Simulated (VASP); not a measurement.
# Y (Fm-3m) in VASP: notebook

The runs below take Y through single point, with PBEsol.

Everything below comes from runs of VASP 6.6.1. Logs are shortened: lines on timing, memory, paths and dates and some standing lists are left out, and cuts for length are marked.

**1. Starting point**

The structure is cubic, space group Fm-3m (No. 225). Conventional cell: a = 4.970 Å, b = 4.970 Å, c = 4.970 Å, α = 90.00°, β = 90.00°, γ = 90.00°. Y (site symmetry m-3m) is surrounded by 12 Y at 3.51 Å.

This isn't the form of Y at room conditions, which is hcp.

**2. Single point, PBEsol**

INCAR

```
  PREC = Accurate
  ENCUT = 520
  EDIFF = 1E-6
  ISMEAR = 1
  SIGMA = 0.01
  LREAL = F
  LASPH = T
  NELM = 100
  ALGO = Normal
  ISIF = 2
  LWAVE = F
  LCHARG = F
  GGA = PS
  ISYM = 0
  NBANDS = 12
```

KPOINTS

```
Automatic mesh
0
Gamma
  6 6 6
  0.5 0.5 0.5
```

POSCAR

```
Y
1.0
    0.0000000000      2.4850000000      2.4850000000
    2.4850000000      0.0000000000      2.4850000000
    2.4850000000      2.4850000000      0.0000000000
Y
1
Direct
    0.0000000000      0.0000000000      0.0000000000
```

Potentials or basis: VASP PAW PBE potentials, release 64 (Y_sv).

Started as:

```sh
$ cat potpaw_PBE.64/Y_sv/POTCAR > POTCAR
$ mpirun -np 1 vasp_std > vasp.out
```

OUTCAR:

```text
PREC = Accurate
   ENCUT = 520
   EDIFF = 1E-6
   ISMEAR = 1
   LREAL = F
   LASPH = T
   NELM = 100
   ISIF = 2
   GGA = PS
   ISYM = 0

 ion  position               nearest neighbor table
   1  0.000  0.000  0.000-

IMPORTANT INFORMATION: All symmetrisations will be switched off!
NOSYMM: (Re-)initialisation of all symmetry stuff for point group C_1.

----------------------------------------------------------------------------------------

                                     Primitive cell

  volume of cell :      30.6909

  direct lattice vectors                    reciprocal lattice vectors
     0.000000000  2.485000000  2.485000000    -0.201207243  0.201207243  0.201207243
     2.485000000  0.000000000  2.485000000     0.201207243 -0.201207243  0.201207243
     2.485000000  2.485000000  0.000000000     0.201207243  0.201207243 -0.201207243

  length of vectors
     3.514320702  3.514320702  3.514320702     0.348501169  0.348501169  0.348501169

  position of ions in fractional coordinates (direct lattice)
     0.000000000  0.000000000  0.000000000

  ion indices of the primitive-cell ions
   primitive index   ion index
                 1           1

----------------------------------------------------------------------------------------

 KPOINTS: Automatic mesh

Automatic generation of k-mesh.
 Grid dimensions read from file:
 generate k-points for:    6    6    6

 Generating k-lattice:

  Cartesian coordinates                     Fractional coordinates (reciprocal lattice)
    -0.033534541  0.033534541  0.033534541     0.166666667  0.000000000  0.000000000
     0.033534541 -0.033534541  0.033534541     0.000000000  0.166666667  0.000000000
     0.033534541  0.033534541 -0.033534541     0.000000000  0.000000000  0.166666667

  Length of vectors
     0.058083528  0.058083528  0.058083528

  Shift w.r.t. Gamma in fractional coordinates (k-lattice)
     0.500000000  0.500000000  0.500000000

 Subroutine IBZKPT returns following result:
 ===========================================

 Found    432 irreducible k-points:

 Following reciprocal coordinates:
            Coordinates               Weight
  0.083333  0.083333  0.083333      2.000000
  0.083333  0.000000  0.000000      2.000000
  0.000000  0.000000 -0.083333      2.000000
  0.000000  0.083333  0.000000      2.000000
  0.250000  0.083333  0.083333      2.000000
  0.083333  0.250000  0.083333      2.000000
[... 16 lines left out ...]
  0.000000  0.333333 -0.083333      2.000000
  0.333333  0.000000 -0.083333      2.000000
 [... further k-points ...]
   k-points           NKPTS =    432   k-points in BZ     NKDIM =    432   number of bands    NBANDS=     12
   number of dos      NEDOS =    301   number of ions     NIONS =      1
   total plane-waves  NPLWV =  21952
   dimension x,y,z NGX =    28 NGY =   28 NGZ =   28
   dimension x,y,z NGXF=    56 NGYF=   56 NGZF=   56
   ions per type =               1
   NGX,Y,Z   is equivalent  to a cutoff of  13.25, 13.25, 13.25 a.u.
   NGXF,Y,Z  is equivalent  to a cutoff of  26.49, 26.49, 26.49 a.u.
 SYSTEM =  unknown system
   PREC   = accura    normal or accurate (medium, high low for compatibility)
   ISTART =      0    job   : 0-new  1-cont  2-samecut
   ICHARG =      2    charge: 1-file 2-atom 10-const
   ISPIN  =      1    spin polarized calculation?
   LNONCOLLINEAR =      F non collinear calculations
   LSORBIT =      F    spin-orbit coupling
   LASPH  =      T    aspherical Exc in radial PAW
   ENCUT  =  520.0 eV  38.22 Ry    6.18 a.u.   6.53  6.53  6.53*2*pi/ulx,y,z
   NELM   =    100;   NELMIN=  2; NELMDL= -5     # of ELM steps
   EDIFF  = 0.1E-05   stopping-criterion for ELM
   LREAL  =      F    real-space projection
   EDIFFG = 0.1E-04   stopping-criterion for IOM
   NSW    =      0    number of steps for IOM
   IBRION =     -1    ionic relax: 0-MD 1-quasi-New 2-CG
   NFREE  =      0    steps in history (QN), initial steepest desc. (CG)
   ISIF   =      2    stress and relaxation
   ISYM   =      0    0-nonsym 1-usesym 2-fastsym
   POTIM  = 0.5000    time-step for ionic-motion
   TEBEG  =    0.0;   TEEND  =   0.0 temperature during run
   PSTRESS=    0.0 pullay stress
   NELECT =      11.0000    total number of electrons
   NUPDOWN=      -1.0000    fix difference up-down
   EMIN   =  10.00;   EMAX   =-10.00  energy-range for DOS
   EFERMI =   0.00;   METHOD = LEGACY
   ISMEAR =     1;   SIGMA  =   0.01  broadening in eV -4-tet -1-fermi 0-gaus
   EFERMI_NEDOS =   21; number of points for ismear=-14 and -15
   IALGO  =     38    algorithm
   IMIX   =      4    mixing-type and parameters
     AMIX     =   0.40;   BMIX     =  1.00
     AMIX_MAG =   1.60;   BMIX_MAG =  1.00
  volume/ion in A,a.u.               =      30.69       207.11
  Fermi-wavevector in a.u.,A,eV,Ry     =   1.162883  2.197530 18.399114  1.352297
  Thomas-Fermi vector in A             =   2.299439
   LORBIT       =      0    0 simple, 1 ext, 2 COOP (PROOUT), +10 PAW based schemes
   GGA     = PS    functional components
   LHFCALC =     F    Hartree Fock is set to
   AEXX    =    0.0000 exact exchange contribution
   IVDW    =     0    specifies the selected vdW correction
   LEPSILON=     F    determine dielectric tensor
   LRPA    =     F    only Hartree local field effects (RPA)
 non-spin polarized calculation
 Methfessel and Paxton  Order N= 1 SIGMA  =   0.01
  energy-cutoff  :      520.00
  volume of cell :       30.69
 maximum number of plane-waves:       854
 NGX is ok and might be reduce to    28
   NGX = 13   NGY = 13   NGZ = 13

 number of electron      10.9999999 magnetization

 Free energy of the ion-electron system (eV)
  ---------------------------------------------------
  ext. energy  EPLUGINS =         0.00000000
  ---------------------------------------------------
  free energy    TOTEN  =        -6.79997897 eV

  energy without entropy =       -6.79977172  energy(sigma->0) =       -6.79990988

 E-fermi :   3.2460     XC(G=0):  -9.7993

 val. band max:        3.1368101359   @ k =  -0.2500   0.1667   0.3333
 cond. band min:       3.2478796137   @ k =  -0.1667   0.0833  -0.3333
 fundamental gap:      0.1110694779
 Fermi energy:         3.2459788037

 k-point     1 :       0.0833    0.0833    0.0833
  band No.  band energies     occupation
      1     -39.1713      2.00000
      2     -18.8942      2.00000
      3     -18.8507      2.00000
      4     -18.8507      2.00000
      5      -1.4052      2.00000
      6       4.9029      0.00000
      7       5.1947      0.00000
      8       5.1947      0.00000
      9       7.1705      0.00000
     10       7.1705      0.00000
     11      12.8444      0.00000
     12      15.0758      0.00000

 k-point     2 :       0.0833    0.0000    0.0000
  band No.  band energies     occupation
      1     -39.1713      2.00000
      2     -18.8942      2.00000
      3     -18.8507      2.00000
      4     -18.8507      2.00000
      5      -1.4052      2.00000
      6       4.9029      0.00000
      7       5.1947      0.00000
      8       5.1947      0.00000
      9       7.1705      0.00000
     10       7.1705      0.00000
     11      12.8444      0.00000
     12      15.0758      0.00000

 k-point     3 :       0.0000    0.0000   -0.0833
  band No.  band energies     occupation
      1     -39.1713      2.00000
      2     -18.8942      2.00000
      3     -18.8507      2.00000
      4     -18.8507      2.00000
      5      -1.4052      2.00000
      6       4.9029      0.00000
      7       5.1947      0.00000
      8       5.1947      0.00000
      9       7.1705      0.00000
     10       7.1705      0.00000
     11      12.8444      0.00000
     12      15.0758      0.00000

 k-point     4 :       0.0000    0.0833    0.0000
  band No.  band energies     occupation
      1     -39.1713      2.00000
      2     -18.8942      2.00000
      3     -18.8507      2.00000
      4     -18.8507      2.00000
      5      -1.4052      2.00000
      6       4.9029      0.00000
      7       5.1947      0.00000
      8       5.1947      0.00000
      9       7.1705      0.00000
     10       7.1705      0.00000
     11      12.8444      0.00000
     12      15.0758      0.00000

 k-point     5 :       0.2500    0.0833    0.0833
  band No.  band energies     occupation
      1     -39.1450      2.00000
      2     -19.0970      2.00000
      3     -18.9126      2.00000
      4     -18.8673      2.00000
      5      -0.5057      2.00000
      6       4.1786      0.00000
      7       5.3254      0.00000
      8       5.5529      0.00000
      9       6.5750      0.00000
     10       7.4709      0.00000
     11      13.5771      0.00000
     12      14.7330      0.00000
[... 228 lines left out ...]
      1     -39.1043      2.00000
      2     -19.4133      2.00000
      3     -18.9631      2.00000
      4     -18.9148      2.00000
      5       0.9498      2.00000
      6       3.7328      0.00000
      7       4.8903      0.00000
      8       5.2319      0.00000
      9       7.6528      0.00000
     10       8.6617      0.00000
     11      12.0401      0.00000
     12      13.8917      0.00000

 k-point    22 :       0.0833   -0.3333    0.0000
  band No.  band energies     occupation
      1     -39.1043      2.00000
      2     -19.4133      2.00000
      3     -18.9631      2.00000
      4     -18.9148      2.00000
      5       0.9498      2.00000
      6       3.7328      0.00000
      7       4.8903      0.00000
      8       5.2319      0.00000
      9       7.6528      0.00000
     10       8.6617      0.00000
     11      12.0401      0.00000
     12      13.8917      0.00000

 k-point    23 :       0.0000    0.3333   -0.0833
  band No.  band energies     occupation
      1     -39.1043      2.00000
      2     -19.4133      2.00000
      3     -18.9631      2.00000
      4     -18.9148      2.00000
      5       0.9498      2.00000
      6       3.7328      0.00000
      7       4.8903      0.00000
      8       5.2319      0.00000
      9       7.6528      0.00000
     10       8.6617      0.00000
     11      12.0401      0.00000
     12      13.8917      0.00000

 k-point    24 :       0.3333    0.0000   -0.0833
  band No.  band energies     occupation
      1     -39.1043      2.00000
      2     -19.4133      2.00000
      3     -18.9631      2.00000
      4     -18.9148      2.00000
      5       0.9498      2.00000
      6       3.7328      0.00000
      7       4.8903      0.00000
      8       5.2319      0.00000
      9       7.6528      0.00000
     10       8.6617      0.00000
     11      12.0401      0.00000
     12      13.8917      0.00000

 [... further k-points ...]

------------------------ aborting loop because EDIFF is reached ----------------------------------------

  FORCE on cell =-STRESS in cart. coord.  units (eV):
  Direction    XX          YY          ZZ          XY          YZ          ZX
  --------------------------------------------------------------------------------------
  -------------------------------------------------------------------------------------
  Total        0.0064914      0.0064940      0.0064917      0.0000005      0.0000005      0.0000014
  in kB        0.3388749      0.3390099      0.3388922      0.0000240      0.0000256      0.0000741
  external PRESSURE =       0.3389256 kB  Pullay stress =       0.0000000 kB

 VOLUME and BASIS-vectors are now :
 -----------------------------------------------------------------------------
  energy-cutoff  :      520.00
  volume of cell :       30.69
      direct lattice vectors                 reciprocal lattice vectors
     0.000000000  2.485000000  2.485000000    -0.201207243  0.201207243  0.201207243
     2.485000000  0.000000000  2.485000000     0.201207243 -0.201207243  0.201207243
     2.485000000  2.485000000  0.000000000     0.201207243  0.201207243 -0.201207243

 POSITION                                       TOTAL-FORCE (eV/Angst)
 -----------------------------------------------------------------------------------
      0.00000      0.00000      0.00000         0.000000     -0.000000      0.000000
 -----------------------------------------------------------------------------------
    total drift:                                0.000000     -0.000000      0.000000

  FREE ENERGIE OF THE ION-ELECTRON SYSTEM (eV)
  ---------------------------------------------------
  free  energy   TOTEN  =        -6.7999789678 eV

  energy  without entropy=       -6.7997717166  energy(sigma->0) =       -6.79990988
```

Run time: 1.9 min. Hardware: 1 thread of Intel Xeon Platinum 8488C (Sapphire Rapids), shared host; peak memory 0.31 GiB.

Results:

```
Free energy            : -6.8000 eV
Pressure               : 0.0 GPa
Band gap on the k mesh : none (metal or under the smearing width)
```

Caveat: the k mesh is coarse (spacing up to 0.36 Å⁻¹), so the values aren't converged; the PAW data sets were made with another functional, which shifts forces and pressure a little.

**3. Single point, PBEsol, non-collinear spin, zero start, spin-orbit coupling**

INCAR

```
SYSTEM = Y
PREC = Accurate
ENCUT = 520
EDIFF = 1E-7
ISMEAR = 1
SIGMA = 0.01
LREAL = .FALSE.
LASPH = .TRUE.
NELM = 150
ALGO = Normal
ISIF = 2
LWAVE = .FALSE.
LCHARG = .FALSE.
MAGMOM = 0 0 0
LORBIT = 11
LSORBIT = .TRUE.
GGA_COMPAT = .FALSE.
LORBMOM = .TRUE.
LMAXMIX = 4
GGA = PS
NBANDS = 22
ISYM = -1
```

KPOINTS is that of step 2.

POSCAR is that of step 2.

Potentials or basis: VASP PAW PBE potentials, release 64 (Y_sv).

Started as:

```sh
$ cat potpaw_PBE.64/Y_sv/POTCAR > POTCAR
$ mpirun -np 1 vasp_ncl > vasp.out
```

Run time: 6.8 min. Hardware: 1 thread of Intel Xeon Platinum 8488C (Sapphire Rapids), shared host; peak memory 0.41 GiB.

The run converged. Its results:

* Free energy: -6.8503 eV
* Pressure: 0.0 GPa
* Net moment: 0.06 μB per cell
* Valence electrons inside the program's atomic spheres: Y 9.53

Stress tensor (GPa, compression positive):
```
 0.01 -0.07 -0.07
-0.07  0.01 -0.07
-0.07 -0.07  0.01
```

Moments on the atoms (μB; x, y, z):
```
Y   -0.04  0.00  0.01
```

Caveat: the k mesh is coarse (spacing up to 0.36 Å⁻¹), so the values aren't converged; the PAW data sets were made with another functional, which shifts forces and pressure a little.
